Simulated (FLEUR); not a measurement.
Input of a FLEUR MaX-R8.1 (later development tree) run:

File inp.xml:

```xml
<?xml version="1.0" encoding="UTF-8" standalone="no"?>
<fleurInput fleurInputVersion="0.39">
   <comment>
      TiAl                                                                                                
   </comment>
   <calculationSetup>
      <cutoffs Kmax="4.21" Gmax="13.0" GmaxXC="13.0" numbands="0"/>
      <scfLoop itmax="80" minDistance="0.0001" maxIterBroyd="30" imix="Anderson" alpha="0.05" precondParam="0.0" spinf="2.0" sdNocoIR="T"/>
      <coreElectrons ctail="F" frcor="F" kcrel="0" coretail_lmax="0"/>
      <xcFunctional name="LibXC" relativisticCorrections="F">
         <LibXCName exchange="mgga_x_tpss" correlation="mgga_c_tpss"/>
         <AuxGGA exchange="117" correlation="130"/>
      </xcFunctional>
      <magnetism jspins="1"/>
      <soc l_soc="F" theta="0.0" phi="0.0" spav="F"/>
      <expertModes spex="0" secvar="F"/>
      <geometryOptimization l_f="F" forcealpha="1.0" forcemix="BFGS" epsdisp="0.00001" epsforce="0.00001"/>
      <ldaU l_linMix="F" mixParam="0.05" spinf="1.0"/>
   </calculationSetup>
   <cell>
      <bzIntegration valenceElectrons="23.0" mode="hist" fermiSmearingEnergy="0.00183747">
         <kPointListSelection listName="default-1"/>
         <!-- k-points included here -->
         <xi:include xmlns:xi="http://www.w3.org/2001/XInclude" href="kpts.xml"> </xi:include>
      </bzIntegration>
      <!-- symmetry operations included here -->
      <xi:include xmlns:xi="http://www.w3.org/2001/XInclude" href="sym.xml"> </xi:include>
      <bulkLattice scale="1.0">
         <bravaisMatrix>
            <row-1>    5.4183403472121139     0.0000000000000000     0.0000000000000000</row-1>
            <row-2>   -2.7091701735115707     4.6924203869794052     0.0000000000000000</row-2>
            <row-3>    0.0000000000000000     0.0000000000000000     8.8402956581471415</row-3>
         </bravaisMatrix>
      </bulkLattice>
   </cell>
   <atomSpecies>
      <species name="Titanium (Ti)" element="Ti" atomicNumber="22">
         <mtSphere radius="2.48" gridPoints="829" logIncrement="0.015"/>
         <atomicCutoffs lmax="10" lnonsphr="10"/>
         <electronConfig flipSpins="F">
            <coreConfig>(1s1/2) (2s1/2) (2p1/2) (2p3/2)</coreConfig>
            <valenceConfig>(3s1/2) (3p1/2) (3p3/2) (4s1/2) (3d3/2) (3d5/2)</valenceConfig>
            <stateOccupation state="(3d3/2)" spinUp="0.400000" spinDown="0.400000"/>
            <stateOccupation state="(3d5/2)" spinUp="0.600000" spinDown="0.600000"/>
         </electronConfig>
         <energyParameters s="4" p="4" d="3" f="4"/>
         <lo type="SCLO" l="0" n="3" eDeriv="0"/>
         <lo type="SCLO" l="1" n="3" eDeriv="0"/>
         <lo type="SCLO" l="1" n="3" eDeriv="1"/>
         <lo type="SCLO" l="2" n="3" eDeriv="2"/>
         <lo type="SCLO" l="3" n="4" eDeriv="2"/>
      </species>
      <species name="Aluminum (Al)" element="Al" atomicNumber="13">
         <mtSphere radius="2.33" gridPoints="777" logIncrement="0.015"/>
         <atomicCutoffs lmax="9" lnonsphr="9"/>
         <electronConfig flipSpins="F">
            <coreConfig>(1s1/2)</coreConfig>
            <valenceConfig>(2s1/2) (2p1/2) (2p3/2) (3s1/2) (3p1/2) (3p3/2)</valenceConfig>
            <stateOccupation state="(3p1/2)" spinUp="0.166667" spinDown="0.166667"/>
            <stateOccupation state="(3p3/2)" spinUp="0.333333" spinDown="0.333333"/>
         </electronConfig>
         <energyParameters s="3" p="3" d="3" f="4"/>
         <lo type="SCLO" l="0" n="2" eDeriv="0"/>
         <lo type="SCLO" l="1" n="2" eDeriv="0"/>
         <lo type="SCLO" l="2" n="3" eDeriv="2"/>
         <lo type="SCLO" l="3" n="4" eDeriv="2"/>
      </species>
   </atomSpecies>
   <atomGroups>
      <atomGroup species="Titanium (Ti)">
         <relPos label="                   1">.0000000000 .0000000000 .0000000000</relPos>
         <force calculate="T" relaxXYZ="TTT"/>
      </atomGroup>
      <atomGroup species="Aluminum (Al)">
         <relPos label="                   2">1.000/3.000 -1.000/3.000 1.000/2.000</relPos>
         <force calculate="T" relaxXYZ="TTT"/>
      </atomGroup>
   </atomGroups>
   <output dos="F" band="F" slice="F">
      <checks vchk="F" cdinf="F"/>
      <bandDOS minEnergy="-.5*Htr" maxEnergy="0.5*Htr" sigma="0.015" storeEVData="T"/>
      <vacuumDOS vacdos="F" integ="F" star="F" nstars="0" locx1="0.0" locy1="0.0" locx2="0.0" locy2="0.0" nstm="0" tworkf="0.0"/>
      <unfoldingBand unfoldBand="F" supercellX="1" supercellY="1" supercellZ="1"/>
      <plotting iplot="0" polar="F">
         <plot TwoD="T" vec1="  1.0  0.0  0.0" vec2="  0.0  1.0  0.0" vec3="  0.0  0.0  1.0" zero="  0.0  0.0  0.0" file="plot"/>
      </plotting>
      <chargeDensitySlicing numkpt="0" minEigenval="0.0" maxEigenval="0.0" nnne="0" pallst="F"/>
      <specialOutput eonly="F"/>
      <moessbauerParams electricFieldGradient="T" isomerShift="T" coreHyperfine="T" valenceHyperfine="T"/>
      <magneticCircularDichroism mcd="F" energyLo="-10.0" energyUp="0.0"/>
   </output>
  <!-- We include the file relax.xml here to enable relaxations (see documentation) -->
  <xi:include xmlns:xi="http://www.w3.org/2001/XInclude" href="relax.xml"> <xi:fallback/> </xi:include>
</fleurInput>
```

File crystal.txt:

```
TiAl
&input cartesian=F /
2.8672622327  0.0000000000  0.0000000000
-1.4336311163  2.4831219328  0.0000000000
0.0000000000  0.0000000000  4.6780830000
1.8897261246
1.0 1.0 1.0

2
22 0.0000000000  0.0000000000  0.0000000000
13 0.3333333333  0.6666666667  0.5000000000

&kpt div1=11 div2=11 div3=6 gamma=T /
```

File inp.xml (dos):

```
<?xml version="1.0" encoding="UTF-8" standalone="no"?>
<fleurInput fleurInputVersion="0.39">
   <comment>
      TiAl                                                                                                
   </comment>
   <calculationSetup>
      <cutoffs Kmax="4.21" Gmax="13.0" GmaxXC="13.0" numbands="0"/>
      <scfLoop itmax="80" minDistance="0.0001" maxIterBroyd="30" imix="Anderson" alpha="0.05" precondParam="0.0" spinf="2.0" sdNocoIR="T"/>
      <coreElectrons ctail="F" frcor="F" kcrel="0" coretail_lmax="0"/>
      <xcFunctional name="LibXC" relativisticCorrections="F">
         <LibXCName exchange="mgga_x_tpss" correlation="mgga_c_tpss"/>
         <AuxGGA exchange="117" correlation="130"/>
      </xcFunctional>
      <magnetism jspins="1"/>
      <soc l_soc="F" theta="0.0" phi="0.0" spav="F"/>
      <expertModes spex="0" secvar="F"/>
      <geometryOptimization l_f="F" forcealpha="1.0" forcemix="BFGS" epsdisp="0.00001" epsforce="0.00001"/>
      <ldaU l_linMix="F" mixParam="0.05" spinf="1.0"/>
   </calculationSetup>
   <cell>
      <bzIntegration valenceElectrons="23.0" mode="hist" fermiSmearingEnergy="0.00183747">
         <kPointListSelection listName="default-1"/>
         <!-- k-points included here -->
         <xi:include xmlns:xi="http://www.w3.org/2001/XInclude" href="kpts.xml"> </xi:include>
      </bzIntegration>
      <!-- symmetry operations included here -->
      <xi:include xmlns:xi="http://www.w3.org/2001/XInclude" href="sym.xml"> </xi:include>
      <bulkLattice scale="1.0">
         <bravaisMatrix>
            <row-1>    5.4183403472121139     0.0000000000000000     0.0000000000000000</row-1>
            <row-2>   -2.7091701735115707     4.6924203869794052     0.0000000000000000</row-2>
            <row-3>    0.0000000000000000     0.0000000000000000     8.8402956581471415</row-3>
         </bravaisMatrix>
      </bulkLattice>
   </cell>
   <atomSpecies>
      <species name="Titanium (Ti)" element="Ti" atomicNumber="22">
         <mtSphere radius="2.48" gridPoints="829" logIncrement="0.015"/>
         <atomicCutoffs lmax="10" lnonsphr="10"/>
         <electronConfig flipSpins="F">
            <coreConfig>(1s1/2) (2s1/2) (2p1/2) (2p3/2)</coreConfig>
            <valenceConfig>(3s1/2) (3p1/2) (3p3/2) (4s1/2) (3d3/2) (3d5/2)</valenceConfig>
            <stateOccupation state="(3d3/2)" spinUp="0.400000" spinDown="0.400000"/>
            <stateOccupation state="(3d5/2)" spinUp="0.600000" spinDown="0.600000"/>
         </electronConfig>
         <energyParameters s="4" p="4" d="3" f="4"/>
         <lo type="SCLO" l="0" n="3" eDeriv="0"/>
         <lo type="SCLO" l="1" n="3" eDeriv="0"/>
         <lo type="SCLO" l="1" n="3" eDeriv="1"/>
         <lo type="SCLO" l="2" n="3" eDeriv="2"/>
         <lo type="SCLO" l="3" n="4" eDeriv="2"/>
      </species>
      <species name="Aluminum (Al)" element="Al" atomicNumber="13">
         <mtSphere radius="2.33" gridPoints="777" logIncrement="0.015"/>
         <atomicCutoffs lmax="9" lnonsphr="9"/>
         <electronConfig flipSpins="F">
            <coreConfig>(1s1/2)</coreConfig>
            <valenceConfig>(2s1/2) (2p1/2) (2p3/2) (3s1/2) (3p1/2) (3p3/2)</valenceConfig>
            <stateOccupation state="(3p1/2)" spinUp="0.166667" spinDown="0.166667"/>
            <stateOccupation state="(3p3/2)" spinUp="0.333333" spinDown="0.333333"/>
         </electronConfig>
         <energyParameters s="3" p="3" d="3" f="4"/>
         <lo type="SCLO" l="0" n="2" eDeriv="0"/>
         <lo type="SCLO" l="1" n="2" eDeriv="0"/>
         <lo type="SCLO" l="2" n="3" eDeriv="2"/>
         <lo type="SCLO" l="3" n="4" eDeriv="2"/>
      </species>
   </atomSpecies>
   <atomGroups>
      <atomGroup species="Titanium (Ti)">
         <relPos label="                   1">.0000000000 .0000000000 .0000000000</relPos>
         <force calculate="T" relaxXYZ="TTT"/>
      </atomGroup>
      <atomGroup species="Aluminum (Al)">
         <relPos label="                   2">1.000/3.000 -1.000/3.000 1.000/2.000</relPos>
         <force calculate="T" relaxXYZ="TTT"/>
      </atomGroup>
   </atomGroups>
   <output dos="T" band="F" slice="F">
      <checks vchk="F" cdinf="F"/>
      <bandDOS minEnergy="-0.8*Htr" maxEnergy="0.5*Htr" sigma="0.005" storeEVData="T"/>
      <vacuumDOS vacdos="F" integ="F" star="F" nstars="0" locx1="0.0" locy1="0.0" locx2="0.0" locy2="0.0" nstm="0" tworkf="0.0"/>
      <unfoldingBand unfoldBand="F" supercellX="1" supercellY="1" supercellZ="1"/>
      <plotting iplot="0" polar="F">
         <plot TwoD="T" vec1="  1.0  0.0  0.0" vec2="  0.0  1.0  0.0" vec3="  0.0  0.0  1.0" zero="  0.0  0.0  0.0" file="plot"/>
      </plotting>
      <chargeDensitySlicing numkpt="0" minEigenval="0.0" maxEigenval="0.0" nnne="0" pallst="F"/>
      <specialOutput eonly="F"/>
      <moessbauerParams electricFieldGradient="T" isomerShift="T" coreHyperfine="T" valenceHyperfine="T"/>
      <magneticCircularDichroism mcd="F" energyLo="-10.0" energyUp="0.0"/>
   </output>
  <!-- We include the file relax.xml here to enable relaxations (see documentation) -->
  <xi:include xmlns:xi="http://www.w3.org/2001/XInclude" href="relax.xml"> <xi:fallback/> </xi:include>
</fleurInput>
```

Potentials or basis: all-electron, FLAPW.

Launch:

```sh
$ inpgen -f crystal.txt -profile fastHighL
$ # inp.xml edited to the form shown
$ fleur_MPI
$ fleur_MPI   # second run, on inp.xml (dos)
```

Estimate the band gap on the k mesh.

none (metal or under the smearing width).

States per cell in windows of 1 eV (zero at the Fermi level; states under -8 eV left out):
| from (eV) | total | MT:1d | INT | MT:2p | MT:2s | MT:1p | MT:1s |
| --- | --- | --- | --- | --- | --- | --- | --- |
| -8.0 | 0.30 | 0.00 | 0.15 | 0.01 | 0.11 | 0.01 | 0.01 |
| -7.0 | 0.32 | 0.01 | 0.16 | 0.03 | 0.10 | 0.01 | 0.01 |
| -6.0 | 0.35 | 0.02 | 0.18 | 0.04 | 0.09 | 0.01 | 0.02 |
| -5.0 | 0.44 | 0.03 | 0.22 | 0.06 | 0.08 | 0.01 | 0.03 |
| -4.0 | 0.65 | 0.07 | 0.32 | 0.09 | 0.08 | 0.02 | 0.05 |
| -3.0 | 0.88 | 0.16 | 0.41 | 0.12 | 0.06 | 0.04 | 0.07 |
| -2.0 | 1.37 | 0.48 | 0.55 | 0.17 | 0.04 | 0.06 | 0.05 |
| -1.0 | 2.34 | 1.15 | 0.78 | 0.18 | 0.04 | 0.12 | 0.02 |
| 0.0 | 1.60 | 0.97 | 0.43 | 0.07 | 0.02 | 0.07 | 0.01 |
| 1.0 | 1.70 | 1.26 | 0.31 | 0.05 | 0.01 | 0.02 | 0.01 |
| 2.0 | 2.35 | 1.82 | 0.33 | 0.08 | 0.02 | 0.02 | 0.02 |
| 3.0 | 1.72 | 1.11 | 0.31 | 0.10 | 0.09 | 0.04 | 0.01 |
| 4.0 | 1.36 | 0.66 | 0.33 | 0.14 | 0.08 | 0.05 | 0.03 |

Caveat: the meta-GGA is that of a development version, with a GGA for the radial functions and cores and without core tails.
